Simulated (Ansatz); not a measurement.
## Mo2NOS MXene monolayer in a perpendicular field

Aim: how the Mo2NOS MXene monolayer screens a field along its normal, and what the field does to its bands. A positive field points along +c.

Program: Ansatz 0.2.0. Level of theory: plane-wave DFT, PBE-D3(BJ), Ansatz PAW (set soft_1); PAW set soft_1. Results are calculated unless marked as measured.

## (1) The starting structure

The cell holds 5 atoms: 1 S, 2 Mo, 1 N and 1 O. Cell: a = 2.953 Å, b = 2.953 Å, c = 41.401 Å, α = 90.0°, β = 90.0°, γ = 120.0°. Vacuum lies along c.

## (2) Relaxing the slab

The starting cell is a guess, so the in-plane lattice and the atoms are relaxed first, with the slab cut off from its images along the normal.

Contents of input.yaml:

```yaml
crystal:
  lattice:
    - [2.953236, 0.0, 0.0]
    - [-1.476618, 2.5575773994, 0.0]
    - [0.0, 0.0, 41.4012251639]
  atoms:
    - { symbol: S, position: [0.3333333333, 0.6666666667, 0.4371851299] }
    - { symbol: Mo, position: [0.6666666667, 0.3333333333, 0.4792079784], spin: 1.0 }
    - { symbol: "N", position: [0.0, 0.0, 0.5073537214] }
    - { symbol: Mo, position: [0.3333333333, 0.6666666667, 0.5354994645], spin: 1.0 }
    - { symbol: O, position: [0.6666666667, 0.3333333333, 0.5628148701] }
  periodic: [true, true, false]
magnetization:
  spin_polarized: true
kpoints:
  mp_grid: { grid: [12, 12, 1] }
hamiltonian:
  xc: pbe
  dispersion: d3bj
  pseudopotentials: { kind: paw, azcp: { folder: soft_1 } }
scf:
  occupations: { method: fermi_dirac, width: 0.05 }
  convergence: { dr2_threshold: 1.0e-09 }
relax:
  f_tol: 0.004
  max_steps: 90
  cell: {}
output:
  write_potential: true
  write_density: true
  volumetric_format: npy
```

On the command line:

```console
$ ansatz run input.yaml --threads 2 --pin off --max-ram 3072MiB --backend cpu --events-out ev --progress --plain --runs-dir out
```

Numbers of over 12 decimals in the logs are rounded to 6 here.

Output:

```text
Warning: relax.cell: scf.convergence.dr2_threshold = 1e-9 eV is looser than the 2.16377859689e-10 eV advised for a relaxation that steers and ends on the stress (1e-10 eV for each atom of the cell: 5, times the square of relax.cell.stress_2d_tol = 0.05 N/m over 15.2 Å (the atoms' height at the walk's start and 5 Å past either face), 3.289e-2 GPa, over a crystal's default 0.05). What an SCF threshold leaves in a stress goes as its square root, and in the free energy as the threshold itself, and one threshold admits the most on a small cell: [figures from the program's tests cut] Set scf.convergence.dr2_threshold to 2.16377859689e-10 eV or tighter. [rest of the remark cut]
Engine: ansatz 0.2.0, aarch64-unknown-linux-gnu
Pseudopotentials: kind: paw
Pseudopotential: S, paw, valence charge 6, recommended cutoff 420 eV (normal), soft_1/S.paw.azcp
Pseudopotential: Mo, paw, valence charge 14, recommended cutoff 420 eV (normal), soft_1/Mo.paw.azcp
Pseudopotential: N, paw, valence charge 5, recommended cutoff 420 eV (normal), soft_1/N.paw.azcp
Pseudopotential: O, paw, valence charge 6, recommended cutoff 420 eV (normal), soft_1/O.paw.azcp
Functional definition: PBE
  parameter kappa = 0.804
  parameter beta = 0.066725
  exchange = pbe_x(kappa = kappa, mu = beta*pi^2/3)
  correlation = pbe_c(beta = beta)
Crystal: 5 atoms, lattice volume = 312.709 Å³
Basis set: ecut = 420 eV, 6031 PW (Γ), exchange–correlation on 40×40×576 points (8 copies of the dense FFT grid, shifted against one another)
Bands: 29, of which v1, the nominal top of the filled ones, is band 23 counted from 1 (22 counted from 0)
Symmetry: 6 space group operations
Space group: P3m1 (ITA 156), of the structure as read, at distance tolerance 6.8e-5 Å
Magnetic group: BNS 156.49 (UNI 1279), of the structure as read, at distance tolerance 6.8e-5 Å
k-points: 19 of 144 (time reversal used)
Non-local potential: S, projectors of the file, l = 0: 2, l = 1: 2, l = 2: 1
Non-local potential: Mo, projectors of the file, l = 0: 3, l = 1: 2, l = 2: 2, l = 3: 1
Non-local potential: N, projectors of the file, l = 0: 2, l = 1: 2, l = 2: 1
Non-local potential: O, projectors of the file, l = 0: 2, l = 1: 2, l = 2: 1
PAW form: soft (Blöchl's): semilocal exchange-correlation on the pseudo side does not see the compensation charge
PAW one-centre angular grid: S, 110 points (default); XC on 64 Gauss nodes
PAW one-centre angular grid: Mo, 590 points (default); XC on 64 Gauss nodes
PAW one-centre angular grid: N, 110 points (default); XC on 64 Gauss nodes
PAW one-centre angular grid: O, 110 points (default); XC on 64 Gauss nodes
Initial density: superposition of atomic densities (neutral atoms: chi_scale 0, normalization atom)
Starting moments: Σ|m| = 2 μB on 2 of 5 sites
Initial wavefunctions: pseudopotential atomic-orbital guess
Functional: x = pbe(κ = 0.804, μ = 0.219515), c = pbe(β = 0.066725)
SCF iter   1: F=—  HF=-11772.923739 eV  |F-HF|=—  |Δ(HF+E_count)|=         —  Δρ=4.12e-2 (↑4.12e-2 ↓3.62e-2)  dr2=2.29e1  dr2_m=9.68e-2  M=1.063 μB ∫|m|=1.190 μB  β_m=0.30  ethr=3.10e-3  ⟨swp⟩=18.1  Hψ=10223  notcnv=0
Mixer restart at iter 1: flushing history
preconditioner: auto → LDOS  [metal: Δε(μ)=0.025 eV  Ē_g=10.656 eV  σ=0.050 eV  W_gap=0.13  n_scr=26 (ndim 8)  ℏωp=11.3 eV  f_vac=0.787  D(μ)=2.96/eV (n_scr^D=16)]
spin=Collinear: LDOS preconditioning applied to the charge; magnetization (m = ρ↑ − ρ↓) channel mixes plain (no charge-response kernel on spin).
SCF iter   2: F=—  HF=-11769.515054 eV  |F-HF|=—  |Δ(HF+E_count)|=    3.41e0  Δρ=2.70e-2 (↑2.70e-2 ↓2.36e-2)  dr2=1.07e1  dr2_m=5.49e-2  M=0.964 μB ∫|m|=1.098 μB  β_m=0.55  ethr=3.10e-3  ⟨swp⟩=4.0  Hψ=3211  notcnv=0  defer=24
SCF iter   3: F=—  HF=-11767.409192 eV  |F-HF|=—  |Δ(HF+E_count)|=    2.11e0  Δρ=4.83e-3 (↑4.80e-3 ↓4.83e-3)  dr2=2.86e-1  dr2_m=9.29e-3  M=0.708 μB ∫|m|=0.816 μB  β_m=0.62  ethr=3.10e-3  ⟨swp⟩=4.5  Hψ=3309  notcnv=0  defer=24
SCF iter   4: F=—  HF=-11767.456257 eV  |F-HF|=—  |Δ(HF+E_count)|=         —  Δρ=3.49e-3 (↑3.49e-3 ↓3.10e-3)  dr2=1.13e-2  dr2_m=2.80e-2  M=0.373 μB ∫|m|=0.428 μB  β_m=0.62  ethr=6.36e-4  ⟨swp⟩=4.3  Hψ=2863  notcnv=0  defer=9
SCF iter   5: F=—  HF=-11767.458594 eV  |F-HF|=—  |Δ(HF+E_count)|=   2.34e-3  Δρ=1.98e-3 (↑1.98e-3 ↓1.90e-3)  dr2=1.12e-3  dr2_m=1.04e-2  M=0.278 μB ∫|m|=0.314 μB  β_m=0.81  ethr=2.52e-5  ⟨swp⟩=3.8  Hψ=3053  notcnv=0  defer=9
SCF iter   6: F=—  HF=-11767.461069 eV  |F-HF|=—  |Δ(HF+E_count)|=   2.48e-3  Δρ=7.87e-4 (↑7.23e-4 ↓7.87e-4)  dr2=3.97e-3  dr2_m=1.36e-3  M=0.130 μB ∫|m|=0.143 μB  β_m=0.75  ethr=2.49e-6  ⟨swp⟩=4.5  Hψ=3178  notcnv=0  defer=9
SCF iter   7: F=—  HF=-11767.460582 eV  |F-HF|=—  |Δ(HF+E_count)|=   4.87e-4  Δρ=3.72e-4 (↑3.06e-4 ↓3.72e-4)  dr2=1.88e-4  dr2_m=3.02e-4  M=0.069 μB ∫|m|=0.074 μB  β_m=0.88  ethr=2.49e-6  ⟨swp⟩=4.4  Hψ=2870  notcnv=0  defer=9
SCF iter   8: F=—  HF=-11767.460817 eV  |F-HF|=—  |Δ(HF+E_count)|=   2.35e-4  Δρ=1.29e-4 (↑1.29e-4 ↓9.70e-5)  dr2=7.88e-5  dr2_m=1.71e-5  M=0.016 μB ∫|m|=0.016 μB  β_m=0.81  ethr=4.17e-7  ⟨swp⟩=3.8  Hψ=2830  notcnv=0  defer=9
SCF iter   9: F=—  HF=-11767.460830 eV  |F-HF|=—  |Δ(HF+E_count)|=   1.35e-5  Δρ=4.55e-5 (↑3.31e-5 ↓4.55e-5)  dr2=6.12e-6  dr2_m=3.52e-6  M=0.003 μB ∫|m|=0.004 μB  β_m=0.90  ethr=1.75e-7  ⟨swp⟩=3.1  Hψ=2432  notcnv=0  defer=9
SCF iter  10: F=—  HF=-11767.460837 eV  |F-HF|=—  |Δ(HF+E_count)|=   6.54e-6  Δρ=1.61e-5 (↑1.61e-5 ↓1.04e-5)  dr2=1.46e-6  dr2_m=2.41e-7  M=0.000 μB ∫|m|=0.001 μB  β_m=0.85  ethr=1.36e-8  ⟨swp⟩=3.5  Hψ=2738  notcnv=0  defer=9
SCF iter  11: F=—  HF=-11767.460837 eV  |F-HF|=—  |Δ(HF+E_count)|=   4.40e-7  Δρ=5.44e-6 (↑5.44e-6 ↓4.11e-6)  dr2=1.69e-7  dr2_m=3.59e-8  M=0.000 μB ∫|m|=0.000 μB  β_m=0.82  ethr=3.23e-9  ⟨swp⟩=3.2  Hψ=2521  notcnv=0  defer=9
SCF iter  12: F=—  HF=-11767.460838 eV  |F-HF|=—  |Δ(HF+E_count)|=   1.07e-7  Δρ=2.07e-6 (↑1.91e-6 ↓2.07e-6)  dr2=1.51e-8  dr2_m=6.42e-9  M=0.000 μB ∫|m|=0.000 μB  β_m=0.79  ethr=3.75e-10  ⟨swp⟩=3.4  Hψ=2587  notcnv=0  defer=9
SCF iter  13: F=—  HF=-11767.460838 eV  |F-HF|=—  |Δ(HF+E_count)|=   5.44e-8  Δρ=4.68e-7 (↑4.68e-7 ↓4.66e-7)  dr2=7.51e-10  dr2_m=4.93e-10  M=0.000 μB ∫|m|=0.000 μB  β_m=0.84  ethr=3.35e-11  ⟨swp⟩=3.5  Hψ=2744  notcnv=0  defer=9
SCF iter  14: F=—  HF=-11767.460838 eV  |F-HF|=—  |Δ(HF+E_count)|=   1.90e-8  Δρ=1.72e-7 (↑1.72e-7 ↓1.60e-7)  dr2=7.08e-11  dr2_m=6.10e-11  M=0.000 μB ∫|m|=0.000 μB  β_m=0.92  ethr=1.67e-12  ⟨swp⟩=3.8  Hψ=2922  notcnv=0  defer=9
[...]
relax step   7: F+E_penalty+E_count = -11768.08889973 eV  Δ(F+E_penalty+E_count) = -4.178e-4 eV  max|allowed force component| = 5.788e-2 eV/Å  Δτ_max = 0.0062 Å  P = +0.049 N/m  Ω = 311.664 Å³  energy of the carried Pulay correction = +2.772e-4 eV  fix = [c, alpha, beta]  reactions: c +0.000 N/m  (8 SCF iters, accepted)
[...]
relax step   8: F+E_penalty+E_count = -11768.08897894 eV  Δ(F+E_penalty+E_count) = -7.920e-5 eV  max|allowed force component| = 2.654e-3 eV/Å  Δτ_max = 0.0016 Å  P = -0.009 N/m  Ω = 311.721 Å³  energy of the carried Pulay correction = +2.619e-4 eV  fix = [c, alpha, beta]  reactions: c -0.000 N/m  (7 SCF iters, accepted)
Initial wavefunctions: pseudopotential atomic-orbital guess (no wavefunctions were taken with the density)
iter 1 solved again at ethr=3.74e-7 eV; its pass at ethr=3.10e-3 eV (dr2=1.68e-4 eV) is discarded
SCF iter   1: F=—  HF=-11768.088535 eV  |F-HF|=—  |Δ(HF+E_count)|=         —  Δρ=3.49e-6 (↑3.49e-6 ↓3.45e-6)  dr2=4.30e-8  dr2_m=2.70e-11  M=-0.000 μB ∫|m|=0.000 μB  β_m=0.65  ethr=3.74e-7  ⟨swp⟩=6.8  Hψ=15784  notcnv=0
eigensolver tolerance schedule: the retry pair's looser diagonalisation over-reported the residual by 3911.61 of it (diagonalisation noise at 0.89 of the residual, at the tolerance the schedule requests for it); recorded, not acted on — ethr = c·dr2/N_el stays at c = 1.0e-1
preconditioner: auto → LDOS  [metal: Δε(μ)=0.076 eV  Ē_g=8.898 eV  σ=0.050 eV  W_gap=0.34  n_scr=22 (ndim 8)  ℏωp=11.3 eV  f_vac=0.785  D(μ)=3.43/eV (n_scr^D=18)]
spin=Collinear: LDOS preconditioning applied to the charge; magnetization (m = ρ↑ − ρ↓) channel mixes plain (no charge-response kernel on spin).
SCF iter   2: F=—  HF=-11768.088712 eV  |F-HF|=—  |Δ(HF+E_count)|=   1.77e-4  Δρ=1.67e-6 (↑1.66e-6 ↓1.67e-6)  dr2=4.86e-8  dr2_m=8.24e-12  M=-0.000 μB ∫|m|=0.000 μB  β_m=0.39  ethr=9.56e-11  ⟨swp⟩=6.6  Hψ=4984  notcnv=0
SCF iter   3: F=—  HF=-11768.088712 eV  |F-HF|=—  |Δ(HF+E_count)|=  6.97e-10  Δρ=1.33e-6 (↑1.33e-6 ↓1.33e-6)  dr2=9.53e-9  dr2_m=7.70e-12  M=-0.000 μB ∫|m|=0.000 μB  β_m=0.69  ethr=9.56e-11  ⟨swp⟩=2.6  Hψ=1506  notcnv=0
SCF iter   4: F=—  HF=-11768.088712 eV  |F-HF|=—  |Δ(HF+E_count)|=   2.00e-9  Δρ=6.02e-7 (↑6.02e-7 ↓5.92e-7)  dr2=5.50e-9  dr2_m=1.36e-12  M=-0.000 μB ∫|m|=0.000 μB  β_m=0.58  ethr=2.12e-11  ⟨swp⟩=3.3  Hψ=2566  notcnv=0
SCF iter   5: F=—  HF=-11768.088712 eV  |F-HF|=—  |Δ(HF+E_count)|=   4.12e-9  Δρ=2.80e-7 (↑2.80e-7 ↓2.74e-7)  dr2=1.26e-9  dr2_m=4.51e-13  M=-0.000 μB ∫|m|=0.000 μB  β_m=0.79  ethr=1.22e-11  ⟨swp⟩=3.6  Hψ=2143  notcnv=0
SCF iter   6: F=-11768.088712 eV  HF=-11768.088712 eV  |F-HF|=3.47e-10  |Δ(HF+E_count)|=   2.36e-9  Δρ=6.51e-8 (↑6.51e-8 ↓6.08e-8)  dr2=1.05e-10  dr2_m=1.03e-13  M=-0.000 μB ∫|m|=0.000 μB  ethr=2.22e-12  ⟨swp⟩=17.6  Hψ=9715  notcnv=0
the starting moments were not kept: the SCF closed with an absolute magnetisation of 1.2e-6 μB, where they sum to 2 μB in size (2 sites). That is at most 0.1 of that sum. Measured as dr2_m measures the in/out step, that magnetisation stands 2.1e-13 eV from none, at or under the dr2_threshold of 1.0e-9 eV: it is no larger than a step whose dr2_m would equal this threshold.
SCF 9 converged in 6 iterations: F = -11768.088712 eV  dr2 = 1.05e-10
relax step   9: F+E_penalty+E_count = -11768.08871178 eV  Δ(F+E_penalty+E_count) = +2.672e-4 eV  max|allowed force component| = 2.686e-3 eV/Å  Δτ_max = 0.0000 Å  P = -0.013 N/m  Ω = 311.721 Å³  fix = [c, alpha, beta]  reactions: c -0.000 N/m  stress off target by 1.33e-2 N/m on what of the cell is left free  SCF on the basis re-selected at this cell (its energy is not comparable with the rows above)  (6 SCF iters)
basis re-selected at this cell: Δ(F+E_penalty+E_count) = +2.672e-4 eV, ΔP = -0.004 N/m vs the last step (what re-selecting the basis moved, of the pressure what is left beyond the Pulay correction that the steps carried, after the strain that the cell walked since its last selection, with what the two solves' SCF thresholds leave and, on support functions, any second-order correction that the steps lacked; it is no m [...]
WARN: The output density's exchange-correlation potential varies sharply where the density is thin. Do not read a vacuum level from v_tot or v_xc, or from such a field of the output density. On a cell that repeats whose density bears no net charge and no dipole along the vacuum's axis use v_es (v_loc + v_h of the components); under efield.dipole_correction with no amplitude use v_es + v_field, which holds any externa [...]
SCF converged after 6 iterations
Magnetization: -0.0000 μB (22.5000 up, 22.5000 down)
Absolute magnetization: 0.0000 μB (∫|ρ↑−ρ↓|, with the PAW one-centre terms)
Spin contamination: 0.0000 ħ² per cell (⟨S²⟩ above its minimum at these occupations)
Per-site moments (μB) at R_I (Å): [(3.221446396712713e-8, 0.977610), (-3.039871347798816e-7, 0.923184), (-6.468083599853088e-8, 0.885721), (-3.709586451121579e-7, 0.847859), (3.331555749459135e-8, 0.847859)]
Free energy (F): -11768.088712 eV
Harris-Foulkes:  -11768.088712 eV  (|F-HF|=3.47e-10)
Internal energy: -11768.061537 eV  (E = F + TS)
E sigma→0 (E₀):  -11768.075124 eV
Entropy (-TS):   -0.027175 eV (-5.435 meV/atom)
Fermi energy:    -5.706793 eV
--- Per-component energies (eV) ---
  E_band       = -1133.428208
  E_kinetic    = 1248.667175
  E_local      = -201915.554976  (includes V_loc(G=0)·N_el)
  E_nonlocal   = 418.407114
  E_hartree    = 100097.380798
  E_xc         = -572.513199
  E_vxc        = -689.142434  (∫ρ·V_xc dr)
  E_paw        = -7321.635562  (= ΣΔE_a)
  E_vpaw       = -390.569175  (= ΣTr[D̂ρ^β])
  E_aug_tail   = 0.001778  (compensation charges beyond the density's cutoff)
  E_ewald      = 96278.791023
  E_disp       = -1.605687  (pairwise vdW)
  E_smearing   = -0.027175  (= −TS)
  E_closure    = 0.000000  (closes the sum)
  Σ components = -11768.088712   (vs F -11768.088712, Δ=0.00e0)
--- Forces (eV/Å), atoms counted from 1 ---
  atom   1  S      0.00000000     0.00000000     0.00099125
  atom   2  Mo    -0.00000000     0.00000000    -0.00103353
  atom   3  N      0.00000000     0.00000000     0.00067943
  atom   4  Mo     0.00000000     0.00000000     0.00204825
  atom   5  O      0.00000000     0.00000000    -0.00268660
  max |Σ_I F_I| component: 1.19e-6 eV/Å
--- 2D stress c σ (N/m, compression-positive) ---
       -0.013299       0.000000       0.000000
        0.000000      -0.013299       0.000000
        0.000000       0.000000      -0.000000
  P = ½ c Tr σ = -0.0133 N/m
--- Band table (eV; the first three rows and the last of 38) ---
  k-point 0 ↑: bands = [... 19 lower, -7.2481, -7.2481, -6.5518, -6.5518, -5.8323, -5.8323, -5.2333, -3.1803, ... 2 higher]
  k-point 1 ↑: bands = [... 19 lower, -7.5557, -7.3620, -6.3292, -6.1822, -5.8908, -5.7737, -5.1549, -3.3988, ... 2 higher]
  k-point 2 ↑: bands = [... 19 lower, -7.7674, -7.4956, -6.3202, -6.0624, -5.8280, -5.2022, -4.8939, -3.4780, ... 2 higher]
  k-point 18 ↓: bands = [... 19 lower, -9.6834, -6.1039, -5.5123, -5.1953, -4.8745, -4.8362, -4.2898, -2.9189, ... 2 higher]
  the weakly bound empty levels are not read free of the cell's end (no_gap_told)
--- Relaxed structure (8 steps of the walk, 8 accepted, 1 SCFs on fresh bases) ---
  F+E_penalty+E_count = -11768.08871178 eV   max|allowed force component| = 2.686e-3 eV/Å   (the final SCF, on the basis selected at the relaxed cell)
  cell:  # Å, volume = 311.7211 Å³
    - [2.948568, 0, 0]
    - [-1.474284, 2.553535, 0]
    - [0, 0, 41.4012251639]
  atoms:
    - { symbol: S, position: [0.333333, 0.666667, 0.433289] }
    - { symbol: Mo, position: [0.666667, 0.333333, 0.473115] }
    - { symbol: N, position: [0, 0, 0.508207] }
    - { symbol: Mo, position: [0.333333, 0.666667, 0.539815] }
    - { symbol: O, position: [0.666667, 0.333333, 0.567636] }
```

Elapsed: 4 min, on 2 threads of Arm Neoverse V1, shared host; peak memory 0.67 GiB; 7.8 min of CPU time.

The steps of the relaxation:

| step | energy less that of the first step (eV) | largest force component (eV/Å) | volume (Å³) |
| --- | --- | --- | --- |
| 1 | 0.0000 | 3.3975 | 312.71 |
| 2 | -0.4602 | 1.2290 | 330.92 |
| 3 | -0.5491 | 0.6502 | 326.38 |
| 4 | -0.5724 | 0.9743 | 305.55 |
| 5 | -0.6208 | 0.1445 | 316.05 |
| 6 | -0.6276 | 0.0645 | 312.33 |
| 7 | -0.6281 | 0.0579 | 311.66 |
| 8 | -0.6281 | 0.0027 | 311.72 |
| 9* | -0.6279 | 0.0027 | 311.72 |

Relaxation steps marked * repeat the geometry before them on a plane-wave basis chosen anew for their cell, so energy and pressure can jump there.

Forces are held to the 6 operations that the run works with; a distortion that breaks them can't arise in this run.

| cell as run | before | after | change |
| --- | --- | --- | --- |
| a (Å) | 2.953 | 2.949 | -0.2 % |
| b (Å) | 2.953 | 2.949 | -0.2 % |

The atoms that moved most (Å, along periodic axes as changes of fractional coordinates times the final cell, across vacuum about the mean position):

| atom | dx | dy | dz | length |
| --- | --- | --- | --- | --- |
| Mo2 | 0.000 | 0.000 | -0.252 | 0.252 |
| O5 | 0.000 | 0.000 | 0.200 | 0.200 |
| Mo4 | 0.000 | 0.000 | 0.179 | 0.179 |
| S1 | 0.000 | 0.000 | -0.161 | 0.161 |
| N3 | 0.000 | 0.000 | 0.035 | 0.035 |

Final coordinates:

```xyz
5
Lattice="2.9486 0.0000 0.0000 -1.4743 2.5535 0.0000 0.0000 0.0000 41.4012" Properties=species:S:1:pos:R:3
S     0.0000    1.7024   17.9387
Mo    1.4743    0.8512   19.5875
N     0.0000    0.0000   21.0404
Mo    0.0000    1.7024   22.3490
O     1.4743    0.8512   23.5008
```

This step gave:

```yaml
energy_at_zero_smearing: -11768.0751 eV
```

The lattice constant a goes from 2.953 to 2.949 Å.

[end of part 1 of 2]

[Logs are printed without paths, hosts, clocks, repeated set-up lines and the standing remarks that a program may print on its own settings, such as how far it seeks lower states.]

[Hosts, paths, dates, database ids (printed as entryN), source tags and the programs' standing remarks are cut or masked in the printed files.]

[Maps of the electrostatic potential energy from Ansatz leave out the sawtooth potential of an applied field or a dipole correction, so their vacuum need not be flat; planar profiles and work functions include it.]
